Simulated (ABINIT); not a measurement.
Crystal: Si.

```xyz
2
Lattice="0.0000 2.7219 2.7219 2.7219 0.0000 2.7219 2.7219 2.7219 0.0000" Properties=species:S:1:pos:R:3 pbc="T T T"
Si    2.7219    2.7219    2.7219
Si    4.0828    4.0828    4.0828
```

Base run:

* Program: ABINIT 10.8.3 (patched build)
* Functional: rPW86PBE
* Potentials or basis: JTH PAW PBE v2.0
* Cutoff: 408 eV
* k mesh: 8 × 8 × 8
* Occupations: fermi-dirac, width 0.05 eV
* Spin: no spin polarisation

Its results: band gap on the k mesh 0.78 eV, indirect (least direct gap 2.66 eV); pressure 3.3 GPa.

Question: After a change of settings the same cell gave: band gap on the k mesh 0.68 eV, indirect (least direct gap 2.57 eV); pressure 2.3 GPa. Which change was it?
A. functional from rPW86PBE to revPBE
B. functional from rPW86PBE to HLE16
C. functional from rPW86PBE to r2SCAN; potentials or basis from JTH PAW PBE v2.0 to SG15 NC PBE v1.2; cutoff from 408 eV to 980 eV
D. functional from rPW86PBE to rSCAN; potentials or basis from JTH PAW PBE v2.0 to SG15 NC PBE v1.2; cutoff from 408 eV to 980 eV

Answer: A.

Caveats: the PAW data sets were made with another functional, which shifts forces and pressure a little.

Runs at the PBE level aren't shown here.
